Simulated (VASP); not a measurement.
Write the native input for VASP 6.6.1 that does the following.

```
Task                   : electrostatic potential
Functional             : PBE
Dispersion             : D4
Potentials or basis    : VASP PAW PBE potentials, release 64 (Ru_pv)
Cutoff                 : 520 eV
k mesh                 : 18 × 18 × 10
Occupations            : methfessel-paxton, width 0.1 eV
Spin                   : no spin polarisation
Further INCAR settings : ALGO = Normal; EDIFF = 1e-06
```

The structure of Ru lies in POSCAR:

```
Ru                                      
1.0
    2.7021145268      0.0000000000      0.0000000000
   -1.3510572634      2.3400998280      0.0000000000
    0.0000000000      0.0000000000      4.2734163865
  Ru            
     2
Direct
     0.3333333300000021    0.6666666699999979    0.2500000000000000
     0.6666666699999979    0.3333333300000021    0.7500000000000000
```

The cell was built by a generator and needn't be a form met in nature.

These files were run (other wordings do the same):

INCAR

```
ALGO = Normal
EDIFF = 1E-6
ENCUT = 520
GGA = PE
ISIF = 2
ISMEAR = 1
IVDW = 13
LASPH = True
LCHARG = True
LREAL = False
LVHAR = True
LWAVE = False
NELM = 80
PREC = Accurate
SIGMA = 0.1
```

KPOINTS

```
k-points
0
Gamma
  18 18 10
```

Potentials or basis: VASP PAW PBE potentials, release 64 (Ru_pv).

Command:

```bash
$ cat potpaw_PBE.64/Ru_pv/POTCAR > POTCAR
$ mpirun -np 1 vasp_std > vasp.out
```

Results of the run:

The pressure is 0.0 GPa. The band gap on the k mesh is none (metal or under the smearing width). The dispersion energy per atom is -0.528 eV.

Caveat: pairwise dispersion overbinds metals, which lowers pressure and volume.

Wall time 33 s on 1 thread of AMD EPYC 9R45 96-Core Processor (Zen 5) (shared host), peak memory 0.18 GiB.
